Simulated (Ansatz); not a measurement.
# MnO (P6_3mc) in Ansatz: further runs, part 2 of 2

Ansatz 0.2.0. The steps go on from the part before.

### 7 Single point, LDA, collinear spin, ferromagnetic start, 13.52 Å³/atom (volume scaled by 1.02)

Input file input.yaml:

```yaml
crystal:
  lattice:
    - [3.3940297898, 0.0, 0.0]
    - [-1.6970148949, 2.9393160191, 0.0]
    - [0.0, 0.0, 5.4211666023]
  atoms:
    - { symbol: Mn, position: [0.6666666667, 0.3333333333, 0.51096], spin: 4.0 }
    - { symbol: Mn, position: [0.3333333333, 0.6666666667, 0.01096], spin: 4.0 }
    - { symbol: O, position: [0.6666666667, 0.3333333333, 0.87547] }
    - { symbol: O, position: [0.3333333333, 0.6666666667, 0.37547] }
hamiltonian:
  xc: lda
  pseudopotentials: { kind: paw }
magnetization:
  spin_polarized: true
kpoints:
  mp_grid: { grid: [9, 9, 5] }
scf:
  occupations: { method: fermi_dirac, width: 0.05 }
output:
  forces: true
  stress: true
  eigenvalues: true
```

Started as:

```sh
ansatz run input.yaml --threads 2 --pin off --max-ram 5632MiB --backend cpu --events-out ev --progress --plain --runs-dir out
```

Run time: 8.9 s. Hardware: 2 threads of Arm Neoverse V1, shared host; peak memory 0.41 GiB.

Results (log left out):

* Free energy: -8791.4699 eV
* Pressure: -6.7 GPa
* Largest force: 0.499 eV/Å
* Band gap on the k mesh: none (metal or under the smearing width)
* Net moment: 9.94 μB per cell
* Absolute moment: 9.94 μB per cell
* Site moments: Mn +3.82; O +0.24 μB

Caveat: the magnetic or orbital state may not be the lowest; the pressure holds a Pulay correction of +0.6 GPa for the finite cutoff; semilocal functionals often make such compounds metallic where correlation or magnetic order opens a gap, which also shifts bond lengths; only a ferromagnetic start was run, and an antiferromagnetic order may lie lower in energy; the PAW data sets come from PBE, with cores solved anew for the run's functional, which leaves a small shift of forces and pressure.

### 8 Single point, LDA, collinear spin, ferromagnetic start, 13.79 Å³/atom (volume scaled by 1.04)

input.yaml, as its differences from that of step 7:

```diff
@@ -2,5 +2,5 @@
   lattice:
-    - [3.3940297898, 0.0, 0.0]
-    - [-1.6970148949, 2.9393160191, 0.0]
-    - [0.0, 0.0, 5.4211666023]
+    - [3.4160695619, 0.0, 0.0]
+    - [-1.7080347809, 2.9584030216, 0.0]
+    - [0.0, 0.0, 5.4563699693]
   atoms:
```

Started as:

```sh
ansatz run input.yaml --threads 2 --pin off --max-ram 5632MiB --backend cpu --events-out ev --progress --plain --runs-dir out
```

Wall time 8.9 s (2 threads of Arm Neoverse V1, shared host); peak memory 0.41 GiB.

The run converged. Its results:

```yaml
Free_energy: -8791.4192 eV
Pressure: -8.6 GPa
Largest_force: 0.455 eV/Å
Band_gap_on_the_k_mesh: none (metal or under the smearing width)
Net_moment: 9.97 μB per cell
Absolute_moment: 9.97 μB per cell
Site_moments: Mn +3.85; O +0.23 μB
```

Caveat: the magnetic or orbital state may not be the lowest; the pressure holds a Pulay correction of +0.6 GPa for the finite cutoff; semilocal functionals often make such compounds metallic where correlation or magnetic order opens a gap, which also shifts bond lengths; only a ferromagnetic start was run, and an antiferromagnetic order may lie lower in energy; the PAW data sets come from PBE, with cores solved anew for the run's functional, which leaves a small shift of forces and pressure.

### 9 Single point, LDA, collinear spin, ferromagnetic start, 14.05 Å³/atom (volume scaled by 1.06)

input.yaml, as its differences from that of step 8:

```diff
@@ -2,5 +2,5 @@
   lattice:
-    - [3.4160695619, 0.0, 0.0]
-    - [-1.7080347809, 2.9584030216, 0.0]
-    - [0.0, 0.0, 5.4563699693]
+    - [3.4378285534, 0.0, 0.0]
+    - [-1.7189142767, 2.977246861, 0.0]
+    - [0.0, 0.0, 5.4911248552]
   atoms:
```

Potentials or basis: Ansatz PAW.

Started as:

```sh
ansatz run input.yaml --threads 2 --pin off --max-ram 5632MiB --backend cpu --events-out ev --progress --plain --runs-dir out
```

It took 9 s on 2 threads of Arm Neoverse V1, shared host; peak memory 0.41 GiB.

The run converged. Its results:

| Property | Result |
| --- | --- |
| Free energy | -8791.3564 eV |
| Pressure | -10.4 GPa |
| Largest force | 0.414 eV/Å |
| Band gap on the k mesh | none (metal or under the smearing width) |
| Net moment | 9.99 μB per cell |
| Absolute moment | 9.99 μB per cell |
| Site moments | Mn +3.87; O +0.23 μB |

Caveat: the magnetic or orbital state may not be the lowest; the pressure holds a Pulay correction of +0.6 GPa for the finite cutoff; semilocal functionals often make such compounds metallic where correlation or magnetic order opens a gap, which also shifts bond lengths; only a ferromagnetic start was run, and an antiferromagnetic order may lie lower in energy; the PAW data sets come from PBE, with cores solved anew for the run's functional, which leaves a small shift of forces and pressure.

### 10 Equation of state, LDA, collinear spin, ferromagnetic start

This step only gathers the single runs of the series.

Results:

```
Equilibrium volume                        : 12.54 Å³/atom (rough: see the caveat)
Bulk modulus at fixed shape and positions : 78 GPa (rough)
```

Energy against volume, from the lowest point:
```tsv
volume (Å³/atom)	energy (meV/atom)
12.460	0.00
12.725	0.65
12.990	4.10
13.255	10.52
13.521	20.11
13.786	32.79
14.051	48.50
```

Caveat: the fit is doubtful: noisy points or a state that changes with volume; the cell was scaled at fixed shape and fractional positions, which overstates the stiffness of a crystal with free parameters, most of all of layers and chains.

### 11 Band structure, r2SCAN, collinear spin, ferromagnetic start

Input file input.yaml:

```yaml
crystal:
  lattice:
    - [3.3717, 0.0, 0.0]
    - [-1.68585, 2.9199778539, 0.0]
    - [0.0, 0.0, 5.3855]
  atoms:
    - { symbol: Mn, position: [0.6666666667, 0.3333333333, 0.51096], spin: 4.0 }
    - { symbol: Mn, position: [0.3333333333, 0.6666666667, 0.01096], spin: 4.0 }
    - { symbol: O, position: [0.6666666667, 0.3333333333, 0.87547] }
    - { symbol: O, position: [0.3333333333, 0.6666666667, 0.37547] }
hamiltonian:
  xc: r2scan
  pseudopotentials: { kind: paw }
magnetization:
  spin_polarized: true
kpoints:
  mp_grid: { grid: [9, 9, 5] }
  band_path:
    path:
      - [[0.0, 0.0, 0.0], [0.5, 0.0, 0.0], [0.3333333333, 0.3333333333, 0.0], [0.0, 0.0, 0.0], [0.0, 0.0, 0.5], [0.5, 0.0, 0.5], [0.3333333333, 0.3333333333, 0.5], [0.0, 0.0, 0.5]]
      - [[0.5, 0.0, 0.5], [0.5, 0.0, 0.0]]
      - [[0.3333333333, 0.3333333333, 0.0], [0.3333333333, 0.3333333333, 0.5]]
    npoints: 14
scf:
  occupations: { method: fermi_dirac, width: 0.05 }
  n_extra_bands: 10
output:
  forces: true
  stress: true
  eigenvalues: true
  fatbands: false
  write_density: true
  write_potential: true
  elf: true
  volumetric_format: npy
```

Started as:

```sh
ansatz run input.yaml --threads 2 --pin off --max-ram 5632MiB --backend cpu --events-out ev --progress --plain --runs-dir out
```

It took 43 s on 2 threads of Arm Neoverse V1, shared host; peak memory 0.56 GiB.

Results (log left out):

- Free energy: -8947.0515 eV
- Pressure: 3.7 GPa
- Largest force: 0.713 eV/Å
- Band gap on the k mesh: 0.11 eV, direct
- Band gap along the path: 0.11 eV, direct
- Net moment: 10.00 μB per cell
- Absolute moment: 10.00 μB per cell
- Site moments: Mn +3.93; O +0.21 μB

Forces on the atoms (eV/Å):
```
Mn   0.000  0.000 -0.713
Mn   0.000  0.000 -0.713
O    0.000  0.000  0.713
O    0.000  0.000  0.713
```

Stress tensor (GPa, compression positive):
```
0.91 0.00 0.00
0.00 0.91 0.00
0.00 0.00 9.24
```

Levels at the corners of the path, in eV from the valence-band top:
Spin up:
| point | band 23 | band 24 | band 25 | band 26 | band 27 | band 28 | band 29 | band 30 |
| --- | --- | --- | --- | --- | --- | --- | --- | --- |
| Γ | -1.09 | -1.03 | 0.00 | 0.00 | 0.11 | 4.37 | 6.23 | 12.35 |
| M | -2.17 | -1.99 | -0.87 | -0.74 | 4.53 | 4.89 | 6.43 | 8.31 |
| K | -2.09 | -1.45 | -1.36 | -1.36 | 6.11 | 6.29 | 6.53 | 6.53 |
| Γ | -1.09 | -1.03 | 0.00 | 0.00 | 0.11 | 4.37 | 6.23 | 12.35 |
| A | -0.56 | -0.56 | -0.56 | -0.56 | 1.70 | 1.70 | 9.21 | 9.21 |
| L | -1.36 | -1.36 | -1.25 | -1.25 | 4.49 | 4.49 | 6.83 | 6.83 |
| H | -2.01 | -2.01 | -1.20 | -1.20 | 6.11 | 6.11 | 6.93 | 6.93 |
| A | -0.56 | -0.56 | -0.56 | -0.56 | 1.70 | 1.70 | 9.21 | 9.21 |
| L | -1.36 | -1.36 | -1.25 | -1.25 | 4.49 | 4.49 | 6.83 | 6.83 |
| M | -2.17 | -1.99 | -0.87 | -0.74 | 4.53 | 4.89 | 6.43 | 8.31 |
| K | -2.09 | -1.45 | -1.36 | -1.36 | 6.11 | 6.29 | 6.53 | 6.53 |
| H | -2.01 | -2.01 | -1.20 | -1.20 | 6.11 | 6.11 | 6.93 | 6.93 |
Spin down:
```tsv
point	band 12	band 13	band 14	band 15	band 16	band 17	band 18	band 19	band 20	band 21
Γ	-4.91	-4.75	-4.75	-4.56	-4.56	0.59	2.26	2.26	2.31	3.14
M	-5.83	-5.25	-4.78	-4.67	-4.55	1.47	1.62	2.42	2.83	2.93
K	-5.36	-5.29	-5.29	-4.90	-4.90	1.43	1.91	1.91	2.14	3.00
Γ	-4.91	-4.75	-4.75	-4.56	-4.56	0.59	2.26	2.26	2.31	3.14
A	-5.84	-4.67	-4.67	-4.67	-4.67	2.31	2.31	2.80	2.80	2.80
L	-6.30	-4.79	-4.79	-4.62	-4.62	2.01	2.01	2.82	2.82	3.10
H	-5.86	-5.51	-5.51	-4.44	-4.44	1.72	1.72	2.77	2.77	3.29
A	-5.84	-4.67	-4.67	-4.67	-4.67	2.31	2.31	2.80	2.80	2.80
L	-6.30	-4.79	-4.79	-4.62	-4.62	2.01	2.01	2.82	2.82	3.10
M	-5.83	-5.25	-4.78	-4.67	-4.55	1.47	1.62	2.42	2.83	2.93
K	-5.36	-5.29	-5.29	-4.90	-4.90	1.43	1.91	1.91	2.14	3.00
H	-5.86	-5.51	-5.51	-4.44	-4.44	1.72	1.72	2.77	2.77	3.29
```

Caveat: the magnetic or orbital state may not be the lowest; only a ferromagnetic start was run, and an antiferromagnetic order may lie lower in energy; the PAW data sets come from PBE, with cores solved anew for the run's functional, which leaves a small shift of forces and pressure.
